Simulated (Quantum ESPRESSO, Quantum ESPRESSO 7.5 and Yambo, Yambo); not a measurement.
# Quasiparticle gap of ZnSe (Stilleite) in Yambo

Wanted: ground state, empty states, screening and self-energy for ZnSe (Stilleite).

Main program and level: Quantum ESPRESSO 7.5 and Yambo 5.3.0; PBE and many-body steps on it, plane waves.

**What was measured.**

- Gap 2.695 ± 0.003 eV: excitonic gap from free-exciton PL, not corrected for exciton binding; photoluminescence; 300 K; bulk crystal (Bridgman-grown crystal, polished and etched) (“Alloy Disordering Effects on the Thermal Conductivity and Energy Gap Temperature Dependence of Cd1−xZnxSe Ternary Crystals Grown by the Bridgman Method”, 2023, pmc:10253836).

## Step 1: The structure

Symmetry: F-43m, No. 216, cubic system. The conventional cell has a = 5.668 Å, b = 5.668 Å, c = 5.668 Å, α = 90.00°, β = 90.00°, γ = 90.00°. Nearest to Zn lie 4 Se at 2.45 Å. Se has 4 Zn at 2.45 Å nearest. Farther neighbours and most contacts between anions are not listed.

The cell and positions come from the Crystallography Open Database and are kept as given unless a step says otherwise.

## Step 2: Ground state

This step: Quantum ESPRESSO 7.5; DFT, PBE, plane waves, norm-conserving pseudopotentials.

The ground-state density comes first.

The input, pw.in:

```
&control
  calculation = 'scf'
  prefix = 'x'
  outdir = 'o'
  pseudo_dir = 'pseudo'
/
&system
  ibrav = 0
  nat = 2
  ntyp = 2
  ecutwfc = 104.0
  nbnd = 27
  force_symmorphic = .true.
/
&electrons
  conv_thr = 1e-10
  electron_maxstep = 80
  mixing_beta = 0.5
/
ATOMIC_SPECIES
  Zn 65.38 Zn.upf
  Se 78.971 Se.upf
CELL_PARAMETERS angstrom
  -0.0000000000 2.8338000000 2.8338000000
  2.8338000000 -0.0000000000 2.8338000000
  2.8338000000 2.8338000000 0.0000000000
ATOMIC_POSITIONS crystal
  Zn 0.0000000000 0.0000000000 0.0000000000
  Se 0.2500000000 0.2500000000 0.2500000000
K_POINTS automatic
  6 6 6 0 0 0
```

The run is started by

```bash
$ OMP_NUM_THREADS=1 mpirun -n 8 pw.x -nk 8 -in pw.in > pw.out
```

The log of the run:

```text
Program PWSCF v.7.5 starts

     This program is part of the open-source Quantum ESPRESSO suite
     for quantum simulation of materials; please cite
         "P. Giannozzi et al., J. Phys.:Condens. Matter 21 395502 (2009);
         "P. Giannozzi et al., J. Phys.:Condens. Matter 29 465901 (2017);
         "P. Giannozzi et al., J. Chem. Phys. 152 154105 (2020);
     in publications or presentations arising from this work. More details at
     Message from routine setup:
     using ibrav=0 with symmetry is DISCOURAGED, use correct ibrav instead

     G-vector sticks info

     bravais-lattice index     =            0
     lattice parameter (alat)  =       7.5733  a.u.
     unit-cell volume          =     307.1384 (a.u.)^3
     number of atoms/cell      =            2
     number of atomic types    =            2
     number of electrons       =        44.00
     number of Kohn-Sham states=           27
     kinetic-energy cutoff     =     104.0000  Ry
     charge density cutoff     =     416.0000  Ry
     scf convergence threshold =      1.0E-10
     mixing beta               =       0.5000
     number of iterations used =            8  plain     mixing
     Exchange-correlation= PBE
                           (   1   4   3   4   0   0   0)

     celldm(1)=   7.573263  celldm(2)=   0.000000  celldm(3)=   0.000000
     celldm(4)=   0.000000  celldm(5)=   0.000000  celldm(6)=   0.000000

     crystal axes: (cart. coord. in units of alat)
               a(1) = (  -0.000000   0.707107   0.707107 )
               a(2) = (   0.707107  -0.000000   0.707107 )
               a(3) = (   0.707107   0.707107   0.000000 )

     reciprocal axes: (cart. coord. in units 2 pi/alat)
               b(1) = ( -0.707107  0.707107  0.707107 )
               b(2) = (  0.707107 -0.707107  0.707107 )
               b(3) = (  0.707107  0.707107 -0.707107 )
     Pseudo is Norm-conserving + core correction, Zval = 20.0
     Generated using ONCVPSP code by D. R. Hamann
     Using radial grid of 1326 points,  6 beta functions with:
     Pseudo is Norm-conserving + core correction, Zval = 24.0
     Generated using ONCVPSP code by D. R. Hamann
     Using radial grid of 1214 points,  6 beta functions with:
     Zn               20.00    65.38000     Zn( 1.00)
     Se               24.00    78.97100     Se( 1.00)

     24 Sym. Ops. (no inversion) found

   Cartesian axes

     site n.     atom                  positions (alat units)
         1        Zn     tau(   1) = (   0.0000000   0.0000000   0.0000000  )
         2        Se     tau(   2) = (   0.3535534   0.3535534   0.3535534  )

     number of k points=    16
                       cart. coord. in units 2pi/alat
        k(    1) = (   0.0000000   0.0000000   0.0000000), wk =   0.0092593
        k(    2) = (   0.1178511   0.1178511  -0.1178511), wk =   0.0740741
        k(    3) = (   0.2357023   0.2357023  -0.2357023), wk =   0.0740741
        k(    4) = (  -0.3535534  -0.3535534   0.3535534), wk =   0.0370370
        k(    5) = (   0.2357023   0.0000000  -0.0000000), wk =   0.0555556
        k(    6) = (   0.3535534   0.1178511  -0.1178511), wk =   0.2222222
        k(    7) = (  -0.2357023  -0.4714045   0.4714045), wk =   0.2222222
        k(    8) = (  -0.1178511  -0.3535534   0.3535534), wk =   0.2222222
        k(    9) = (   0.0000000  -0.2357023   0.2357023), wk =   0.1111111
        k(   10) = (   0.4714045   0.0000000  -0.0000000), wk =   0.0555556
     [... 4 further rows ...]
        k(   15) = (  -0.1178511  -0.3535534   0.5892557), wk =   0.2222222
        k(   16) = (  -0.7071068   0.2357023   0.0000000), wk =   0.1111111

     Dense  grid:    44039 G-vectors     FFT dimensions: (  50,  50,  50)

     Initial potential from superposition of free atoms

     starting charge      43.9998, renormalised to      44.0000
     Starting wfcs are   23 randomized atomic wfcs +    4 random wfcs

     per-process dynamical memory:    32.7 Mb

     Self-consistent Calculation

     iteration #  1     ecut=   104.00 Ry     beta= 0.50

     Threshold (ethr) on eigenvalues was too large:
     Diagonalizing with lowered threshold

     total energy              =   -1094.69458315 Ry
     estimated scf accuracy    <       0.06866874 Ry

     iteration #  2     ecut=   104.00 Ry     beta= 0.50

     total energy              =   -1094.71110296 Ry
     estimated scf accuracy    <       0.00758633 Ry

     iteration #  3     ecut=   104.00 Ry     beta= 0.50

     total energy              =   -1094.71208362 Ry
     estimated scf accuracy    <       0.00096084 Ry

     iteration #  4     ecut=   104.00 Ry     beta= 0.50

     total energy              =   -1094.71214413 Ry
     estimated scf accuracy    <       0.00004366 Ry

     iteration #  5     ecut=   104.00 Ry     beta= 0.50

     total energy              =   -1094.71215037 Ry
     estimated scf accuracy    <       0.00000277 Ry

     iteration #  6     ecut=   104.00 Ry     beta= 0.50

     total energy              =   -1094.71215092 Ry
     estimated scf accuracy    <       0.00000008 Ry

     iteration #  7     ecut=   104.00 Ry     beta= 0.50

     total energy              =   -1094.71215094 Ry
     estimated scf accuracy    <          6.6E-09 Ry

     iteration #  8     ecut=   104.00 Ry     beta= 0.50

     total energy              =   -1094.71215094 Ry
     estimated scf accuracy    <          7.5E-10 Ry

     iteration #  9     ecut=   104.00 Ry     beta= 0.50

     total energy              =   -1094.71215094 Ry
     estimated scf accuracy    <          7.8E-10 Ry

     iteration # 10     ecut=   104.00 Ry     beta= 0.50

     End of self-consistent calculation

          k = 0.0000 0.0000 0.0000 (  5577 PWs)   bands (ev):

  -198.4430-137.9212-137.9212-137.9212-116.4660 -70.6256 -70.6256 -70.6256
   -38.0966 -38.0966 -38.0966 -38.0925 -38.0925  -4.4790   2.2368   2.2368
     2.2368   2.6049   2.6049   8.7791   8.7791   8.7791  10.0703  14.5929
    14.5929  14.5929  18.7189

          k = 0.1179 0.1179-0.1179 (  5510 PWs)   bands (ev):

  -198.4430-137.9212-137.9212-137.9212-116.4660 -70.6256 -70.6256 -70.6256
   -38.0966 -38.0965 -38.0965 -38.0924 -38.0924  -4.3047   2.2533   2.2634
     2.2634   2.6032   2.6032   6.8758   8.5270   8.5270  11.3325  14.6604
    14.9952  14.9952  19.2604

          k = 0.2357 0.2357-0.2357 (  5504 PWs)   bands (ev):

  -198.4430-137.9212-137.9212-137.9212-116.4660 -70.6257 -70.6256 -70.6256
   -38.0965 -38.0964 -38.0964 -38.0924 -38.0924  -3.9136   2.3079   2.3079
     2.4075   2.6115   2.6115   4.7258   8.1000   8.1000  11.4635  15.2671
    15.2671  16.3556  19.2138

          k =-0.3536-0.3536 0.3536 (  5480 PWs)   bands (ev):

     [... further k-points ...]

     highest occupied, lowest unoccupied level (ev):     8.7791   10.0703

!    total energy              =   -1094.71215094 Ry
     estimated scf accuracy    <          1.6E-12 Ry

     The total energy is the sum of the following terms:
     one-electron contribution =    -960.68639616 Ry
     hartree contribution      =     458.33134342 Ry
     xc contribution           =    -102.66706953 Ry
     ewald contribution        =    -489.69002867 Ry

     convergence has been achieved in  10 iterations

     XML data file, charge density, pseudopotentials, collected wavefunctions

=------------------------------------------------------------------------------=
   JOB DONE.
=------------------------------------------------------------------------------=
```

Wall time 7 s (8 MPI ranks of Arm Neoverse V2, shared host); peak memory 0.62 GiB.

This step gave:

* total energy: -14894.3176 eV
* gap: 1.291 eV
* k of the valence top: 0, 0, 0
* k of the conduction bottom: 0, 0, 0
* least direct gap: 1.291 eV

The gap is direct, at Γ.

## Step 3: Bands along the symmetry lines

Levels along a band path, at the cheap level, show where the edges lie and whether the meshes to come will hold them.

The input, pw.in:

```
&control
  calculation = 'bands'
  prefix = 'x'
  outdir = 'o'
  pseudo_dir = 'pseudo'
/
&system
  ibrav = 0
  nat = 2
  ntyp = 2
  ecutwfc = 104.0
  nbnd = 28
  force_symmorphic = .true.
/
&electrons
  conv_thr = 1e-9
  electron_maxstep = 80
  diago_full_acc = .true.
  diago_thr_init = 5e-6
/
ATOMIC_SPECIES
  Zn 65.38 Zn.upf
  Se 78.971 Se.upf
CELL_PARAMETERS angstrom
  -0.0000000000 2.8338000000 2.8338000000
  2.8338000000 -0.0000000000 2.8338000000
  2.8338000000 2.8338000000 0.0000000000
ATOMIC_POSITIONS crystal
  Zn 0.0000000000 0.0000000000 0.0000000000
  Se 0.2500000000 0.2500000000 0.2500000000
K_POINTS crystal
  50
  0.00000000 0.00000000 0.00000000 1
  -0.06250000 -0.06250000 0.00000000 1
  -0.12500000 -0.12500000 0.00000000 1
  -0.18750000 -0.18750000 0.00000000 1
  -0.25000000 -0.25000000 0.00000000 1
  -0.31250000 -0.31250000 0.00000000 1
  -0.37500000 -0.37500000 0.00000000 1
  -0.43750000 -0.43750000 0.00000000 1
  -0.50000000 -0.50000000 0.00000000 1
  -0.48437500 -0.48437500 0.03125000 1
  -0.46875000 -0.46875000 0.06250000 1
  -0.45312500 -0.45312500 0.09375000 1
  -0.43750000 -0.43750000 0.12500000 1
  -0.42187500 -0.42187500 0.15625000 1
  -0.40625000 -0.40625000 0.18750000 1
  -0.39062500 -0.39062500 0.21875000 1
  -0.37500000 -0.37500000 0.25000000 1
  -0.37500000 0.00000000 0.37500000 1
  -0.32812500 0.00000000 0.32812500 1
  -0.28125000 0.00000000 0.28125000 1
  -0.23437500 0.00000000 0.23437500 1
  -0.18750000 0.00000000 0.18750000 1
  -0.14062500 0.00000000 0.14062500 1
  -0.09375000 0.00000000 0.09375000 1
  -0.04687500 0.00000000 0.04687500 1
  0.00000000 0.00000000 0.00000000 1
  0.00000000 0.00000000 0.06250000 1
  0.00000000 0.00000000 0.12500000 1
  0.00000000 0.00000000 0.18750000 1
  0.00000000 0.00000000 0.25000000 1
  0.00000000 0.00000000 0.31250000 1
  0.00000000 0.00000000 0.37500000 1
  0.00000000 0.00000000 0.43750000 1
  0.00000000 0.00000000 0.50000000 1
  -0.06250000 -0.03125000 0.46875000 1
  -0.12500000 -0.06250000 0.43750000 1
  -0.18750000 -0.09375000 0.40625000 1
  -0.25000000 -0.12500000 0.37500000 1
  -0.31250000 -0.15625000 0.34375000 1
  -0.37500000 -0.18750000 0.31250000 1
  -0.43750000 -0.21875000 0.28125000 1
  -0.50000000 -0.25000000 0.25000000 1
  -0.50000000 -0.28125000 0.21875000 1
  -0.50000000 -0.31250000 0.18750000 1
  -0.50000000 -0.34375000 0.15625000 1
  -0.50000000 -0.37500000 0.12500000 1
  -0.50000000 -0.40625000 0.09375000 1
  -0.50000000 -0.43750000 0.06250000 1
  -0.50000000 -0.46875000 0.03125000 1
  -0.50000000 -0.50000000 0.00000000 1
```

The log of the run:

```text
[banner, memory and clock lines left out]
Program PWSCF v.7.5 starts

     Atomic positions and unit cell read from directory:
     o/x.save/

     Message from routine setup:
     using ibrav=0 with symmetry is DISCOURAGED, use correct ibrav instead

     G-vector sticks info

     bravais-lattice index     =            0
     lattice parameter (alat)  =       7.5733  a.u.
     unit-cell volume          =     307.1384 (a.u.)^3
     number of atoms/cell      =            2
     number of atomic types    =            2
     number of electrons       =        44.00
     number of Kohn-Sham states=           28
     kinetic-energy cutoff     =     104.0000  Ry
     charge density cutoff     =     416.0000  Ry
     Exchange-correlation= PBE
                           (   1   4   3   4   0   0   0)

     celldm(1)=   7.573263  celldm(2)=   0.000000  celldm(3)=   0.000000
     celldm(4)=   0.000000  celldm(5)=   0.000000  celldm(6)=   0.000000

     crystal axes: (cart. coord. in units of alat)
               a(1) = (  -0.000000   0.707107   0.707107 )
               a(2) = (   0.707107  -0.000000   0.707107 )
               a(3) = (   0.707107   0.707107   0.000000 )

     reciprocal axes: (cart. coord. in units 2 pi/alat)
               b(1) = ( -0.707107  0.707107  0.707107 )
               b(2) = (  0.707107 -0.707107  0.707107 )
               b(3) = (  0.707107  0.707107 -0.707107 )
     Pseudo is Norm-conserving + core correction, Zval = 20.0
     Generated using ONCVPSP code by D. R. Hamann
     Using radial grid of 1326 points,  6 beta functions with:
     Pseudo is Norm-conserving + core correction, Zval = 24.0
     Generated using ONCVPSP code by D. R. Hamann
     Using radial grid of 1214 points,  6 beta functions with:
     Zn               20.00    65.38000     Zn( 1.00)
     Se               24.00    78.97100     Se( 1.00)

     24 Sym. Ops. (no inversion) found

   Cartesian axes

     site n.     atom                  positions (alat units)
         1        Zn     tau(   1) = (   0.0000000   0.0000000   0.0000000  )
         2        Se     tau(   2) = (   0.3535534   0.3535534   0.3535534  )

     number of k points=    50
                       cart. coord. in units 2pi/alat
        k(    1) = (   0.0000000   0.0000000   0.0000000), wk =   0.0400000
        k(    2) = (   0.0000000   0.0000000  -0.0883883), wk =   0.0400000
        k(    3) = (   0.0000000   0.0000000  -0.1767767), wk =   0.0400000
[...]
[... 38 further rows ...]
        k(   49) = (   0.0441942  -0.0000000  -0.7071068), wk =   0.0400000
        k(   50) = (   0.0000000   0.0000000  -0.7071068), wk =   0.0400000

     Dense  grid:    44039 G-vectors     FFT dimensions: (  50,  50,  50)

     The potential is recalculated from file :
     o/x.save/charge-density

     Starting wfcs are   23 randomized atomic wfcs +    5 random wfcs

     Band Structure Calculation

     End of band structure calculation

          k = 0.0000 0.0000 0.0000 (  5577 PWs)   bands (ev):

  -198.4430-137.9212-137.9212-137.9212-116.4660 -70.6256 -70.6256 -70.6256
   -38.0966 -38.0966 -38.0966 -38.0925 -38.0925  -4.4790   2.2368   2.2368
     2.2368   2.6048   2.6048   8.7791   8.7791   8.7791  10.0703  14.5929
    14.5929  14.5929  18.7189  20.2713

          k = 0.0000 0.0000-0.0884 (  5533 PWs)   bands (ev):

  -198.4430-137.9212-137.9212-137.9212-116.4660 -70.6257 -70.6256 -70.6256
   -38.0966 -38.0965 -38.0965 -38.0925 -38.0924  -4.4446   2.2344   2.2444
[...]
14.7705  14.7705  19.0507  19.4940

          k = 0.0000 0.0000-0.1768 (  5513 PWs)   bands (ev):

  -198.4430-137.9212-137.9212-137.9212-116.4660 -70.6257 -70.6257 -70.6257
[...]
15.2587  15.2587  18.2447  20.0328

          k =-0.0000 0.0000-0.2652 (  5525 PWs)   bands (ev):

[...]
k = 0.0000 0.0000-0.3536 (  5457 PWs)   bands (ev):

[...]
k = 0.0000-0.0000-0.4419 (  5498 PWs)   bands (ev):

[...]
k =-0.0000 0.0000-0.5303 (  5514 PWs)   bands (ev):

[...]
k = 0.0000-0.0000-0.6187 (  5514 PWs)   bands (ev):

[...]
k = 0.5303-0.0000-0.5303 (  5486 PWs)   bands (ev):

[...]
k = 0.0000 0.0000 0.0000 (  5577 PWs)   bands (ev):

[...]
k = 0.1326 0.0000-0.7071 (  5496 PWs)   bands (ev):

[...]
k = 0.0884-0.0000-0.7071 (  5482 PWs)   bands (ev):

[...]
k = 0.0442-0.0000-0.7071 (  5482 PWs)   bands (ev):

  -198.4430-137.9212-137.9212-137.9212-116.4660 -70.6257 -70.6257 -70.6257
[...]
19.3693  19.8449  20.0979  22.7171

          k = 0.0000 0.0000-0.7071 (  5514 PWs)   bands (ev):

  -198.4430-137.9212-137.9212-137.9212-116.4660 -70.6257 -70.6257 -70.6257
   -38.0967 -38.0962 -38.0962 -38.0925 -38.0923  -3.4224   2.2680   2.4896
     2.4896   2.6531   2.7852   4.0297   6.5968   6.5968  11.7736  12.2469
    19.5147  20.0353  20.0353  22.7657

     XML data file, pseudopotentials, collected wavefunctions
```

It took 4.7 s on 8 MPI ranks; peak memory 0.54 GiB.

Numbers from this step:

```
gap                        : 1.291 eV
k of the valence top       : 0, 0, 0
k of the conduction bottom : 0, 0, 0
least direct gap           : 1.291 eV
```

The gap is 1.291 eV, as in the run before at this level.

The electronic bands at the labelled points (eV, zero at the top of the highest filled band):

```
    point  band 19  band 20  band 21  band 22  band 23  band 24  band 25  band 26
        Γ    -6.17     0.00     0.00     0.00     1.29     5.81     5.81     5.81
  halfway    -6.15    -2.88    -1.25    -1.25     3.93     4.04     8.04     8.04
        X    -5.99    -4.75    -2.18    -2.18     2.99     3.47    10.74    11.26
  halfway    -5.96    -4.74    -2.56    -2.08     3.26     4.06     9.97    10.51
        U    -5.91    -4.71    -3.08    -1.79     3.59     5.60     9.05     9.28
jump to K    -5.91    -4.71    -3.08    -1.79     3.59     5.60     9.05     9.28
  halfway    -6.15    -3.33    -1.73    -0.49     3.79     5.97     6.67     6.69
        Γ    -6.17     0.00     0.00     0.00     1.29     5.81     5.81     5.81
  halfway    -6.17    -3.04    -0.48    -0.48     2.75     6.45     6.45     6.57
        L    -6.01    -5.22    -0.87    -0.87     2.55     6.39     6.39     8.58
  halfway    -5.96    -4.89    -2.40    -1.46     4.23     5.56     7.42     8.68
        W    -5.87    -4.68    -2.76    -2.66     5.49     5.56     6.97     7.72
  halfway    -5.93    -4.72    -2.48    -2.43     3.88     4.29     9.22     9.31
        X    -5.99    -4.75    -2.18    -2.18     2.99     3.47    10.74    11.26
```

(Continued in part 2 of 3.)

[Paths, hosts, dates, memory and timing lines, banners, echoed tables and standing remarks are left out of the program output.]

[Logs are printed without paths, hosts, clocks, repeated set-up lines and the standing remarks that a program may print on its own settings, such as how far it seeks lower states.]

[Runs of the session that timed out or met a known fault of the program may be left out.]

[Hosts, paths, dates, database ids (printed as entryN), source tags and the programs' standing remarks are cut or masked in the printed files.]
